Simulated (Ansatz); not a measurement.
A one-shot G0W0 calculation of MgO built on the CsCl prototype with Ansatz, at the level G0W0@PBE with 29 empty bands, a screening cutoff of 80 eV and a 6×6×6 mesh. Cell and atoms come from a relaxation with r2SCAN.

input.yaml:
```yaml
crystal:
  lattice:
    - [2.6233491281, 0.0, 0.0]
    - [0.0, 2.6233491281, 0.0]
    - [0.0, 0.0, 2.6233491281]
  atoms:
    - { symbol: Mg, position: [0.0, 0.0, 0.0] }
    - { symbol: O, position: [0.5, 0.5, 0.5] }
kpoints:
  mp_grid: { grid: [6, 6, 6] }
hamiltonian:
  xc: pbe
scf:
  occupations: { method: fixed }
gw:
  n_empty_bands: 29
  ecut_chi: 80
  qp_bands: [v2, c2]
  qp_kpoints: band_edges
  screening: { model: contour_deformation }
```

Run as `ansatz run input.yaml --threads 2 --pin off --max-ram 3686MiB --backend cpu --events-out ev --progress --plain --runs-dir out`.

The log, with set-up remarks and timings taken out:
```
Functional definition: PBE
Crystal: 2 atoms, lattice volume = 18.054 Å³
Basis set: ecut = 420 eV, 365 PW (Γ)
Bands: 12, of which v1, the nominal top of the filled ones, is band 8 counted from 1 (7 counted from 0)
Symmetry: 48 space group operations
Space group: Pm-3m (ITA 221)
k-points: 20 of 216
SCF iter   1: HF=-2492.618852 eV  Δρ=1.70e-3  dr2=3.34e-4
SCF iter   2: HF=-2492.618827 eV  Δρ=8.26e-4  dr2=6.31e-5
SCF iter   3: HF=-2492.618904 eV  Δρ=1.29e-4  dr2=1.07e-6
SCF iter   4: HF=-2492.618906 eV  Δρ=2.11e-5  dr2=3.12e-8
SCF iter   5: HF=-2492.618905 eV  Δρ=8.49e-6  dr2=1.03e-8
SCF iter   6: HF=-2492.618905 eV  Δρ=6.79e-6  dr2=6.03e-9
SCF 1 converged in 6 iterations: F = -2492.618905 eV  dr2 = 6.03e-9
SCF converged after 6 iterations
Free energy (F): -2492.618905 eV
Fermi energy:    10.244381 eV
--- Per-component energies (eV) ---
  E_band       = -286.072628
  E_kinetic    = 255.417630
  E_local      = -1538.371419
  E_nonlocal   = 142.891339
  E_hartree    = 526.011881
  E_xc         = -105.194542
  E_vxc        = -134.825836
  E_paw        = -450.232148
  E_vpaw       = -63.209172
  E_ewald      = -1323.144096
--- G₀W₀: contour deformation, 6 samples at zero and on the imaginary axis and 2 off it, 216 q-points, 29 empty bands' worth ---
    ik  band        ε_KS         Σx   Σc(E_QP)       V_xc       Z   E_QP_lin       E_QP  E_QP is
     0     7      9.2283   -25.8245     4.6220   -20.4472  0.7752     8.4662     8.4731  root
     0     8      9.2283   -25.8245     4.6220   -20.4472  0.7752     8.4662     8.4731  root
     0     9     12.8817   -10.9048    -3.5647   -15.4325  0.8357    13.8516    13.8447  root
     0    10     20.7306    -3.8982    -4.6443    -9.4719  0.8310    21.6687    21.6600  root
     3     7      9.6821   -26.1314     4.6145   -20.8242  0.7764     8.9839     8.9894  root
     3     8      9.6821   -26.1314     4.6145   -20.8242  0.7764     8.9839     8.9894  root
     3     9     17.3768    -8.7180    -4.3718   -14.2146  0.8275    18.5148    18.5016  root
     3    10     19.8045   -11.6115    -4.9601   -18.4092  0.7783    21.7058    21.6422  root
     6     7      8.3968   -25.0102     4.6789   -19.4284  0.7707     7.4823     7.4939  root
     6     8      9.8151   -26.2551     4.6026   -20.9815  0.7768     9.1390     9.1441  root
     6     9     18.5210    -9.1863    -4.4926   -14.9595  0.8159    19.8215    19.8015  root
     6    10     18.9706   -10.0360    -4.6486   -16.2942  0.7986    20.6180    20.5802  root
     7     7      6.2182   -23.7936     5.0535   -17.5909  0.7502     5.0429     5.0690  root
     7     8      9.9559   -26.3951     4.5882   -21.1593  0.7773     9.3035     9.3082  root
     7     9     17.3006    -9.0580    -4.2293   -14.6397  0.8191    18.6731    18.6530  root
     7    10     19.9545    -7.1451    -4.8351   -13.1648  0.8103    21.1578    21.1390  root
     8     7      6.3826   -24.0012     5.0232   -17.8435  0.7527     5.2240     5.2481  root
     8     8     10.0958   -26.5330     4.5788   -21.3314  0.7777     9.4687     9.4730  root
     8     9     16.5444    -7.0613    -4.2428   -12.4162  0.8335    17.6685    17.6565  root
     8    10     20.6387    -8.8857    -4.9524   -15.2654  0.7950    22.0953    22.0660  root
     9     7      5.5061   -23.6354     5.2079   -17.2307  0.7425     4.2749     4.3093  root
     9     8     10.2444   -26.6912     4.5675   -21.5275  0.7782     9.6443     9.6482  root
     9     9     15.2586    -6.0133    -4.1772   -11.1236  0.8446    16.1991    16.1917  root
     9    10     22.5631    -9.2490    -5.6488   -16.4845  0.7542    24.1758    24.1498  root
    10     7      8.1799   -24.7627     4.7165   -19.1133  0.7690     7.2342     7.2471  root
    10     8      8.1799   -24.7627     4.7165   -19.1133  0.7690     7.2342     7.2471  root
    10     9     16.2594   -12.5541    -3.7383   -17.7488  0.8106    17.7378    17.7158  root
    10    10     21.7149    -6.2874    -4.9814   -12.5068  0.7997    22.9759    22.9527  root
    12     7      8.4058   -24.9927     4.6253   -19.4614  0.7719     7.4883     7.4998  root
    12     8      8.7612   -25.3703     4.7323   -19.7921  0.7711     7.9057     7.9153  root
    12     9     18.7860   -10.0954    -4.5753   -16.2692  0.8011    20.4202    20.3845  root
    12    10     19.4346    -9.6385    -4.6437   -15.6979  0.8038    20.8769    20.8502  root
    17     7      6.9765   -24.3485     4.9309   -18.3449  0.7592     5.8837     5.9037  root
    17     8      7.2328   -24.4801     4.9827   -18.4607  0.7589     6.1780     6.1961  root
    17     9     17.6537    -7.4661    -4.3735   -13.0335  0.8268    18.8629    18.8475  root
    17    10     18.7067    -5.6739    -4.6159   -11.3002  0.8289    19.7289    19.7171  root
  […]
```

The points are ik 0 = (0, 0, 0) (Γ), ik 3 = (0, 0, -1/2), ik 6 = (0, 1/6, -1/2), ik 7 = (0, 1/3, 1/3), ik 8 = (0, 1/3, -1/2), ik 9 = (0, -1/2, -1/2), ik 10 = (1/6, 1/6, 1/6), ik 12 = (1/6, 1/6, -1/2), ik 17 = (1/3, 1/3, -1/2), ik 19 = (-1/2, -1/2, -1/2); band 8 is the last filled one.

The quasiparticle gap on this mesh is 4.20 eV (k = (0, -1/2, -1/2) to Γ), against 2.64 eV from PBE: +1.56 eV. Renormalisation factors Z lie between 0.74 and 0.84. No extrapolation in bands, cutoff or mesh was made for G0W0.

(Calculated; spin-unpolarised; the phase may be known or hypothetical.)
